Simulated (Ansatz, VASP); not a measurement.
Zr: VASP beside Ansatz

```
CELL_PARAMETERS angstrom
3.25340 0.00000 0.00000
-1.62670 2.81753 0.00000
0.00000 0.00000 5.18109
ATOMIC_POSITIONS crystal
Zr 0.66667 0.33333 0.75000
Zr 0.33333 0.66667 0.25000
```

Change from the starting cell: volume scaled by 1.02.

Alike in both runs: task single point; functional PBE; k mesh 9 × 9 × 5; occupations fermi-dirac, width 0.05 eV; no spin polarisation.

```csv
,VASP,Ansatz
version,VASP 6.6.1,Ansatz 0.2.0
potentials or method,"VASP PAW PBE potentials, release 64 (Zr_sv), cutoff 520 eV","all-electron LAPW, scalar-relativistic"
```

|  | VASP | Ansatz | Ansatz less VASP |
| --- | --- | --- | --- |
| gap on the k mesh at the Fermi level (eV) | none | none | - |
| pressure (GPa) | -1.4 | -1.3 | +0.01 |
| largest component of the traceless stress (GPa) | 0.47 | 0.47 | +0.001 |

A gap of «none» marks a metal or a gap that the smearing closes. Ansatz ran all-electron here, so the differences hold the error of VASP's frozen core and of both bases.
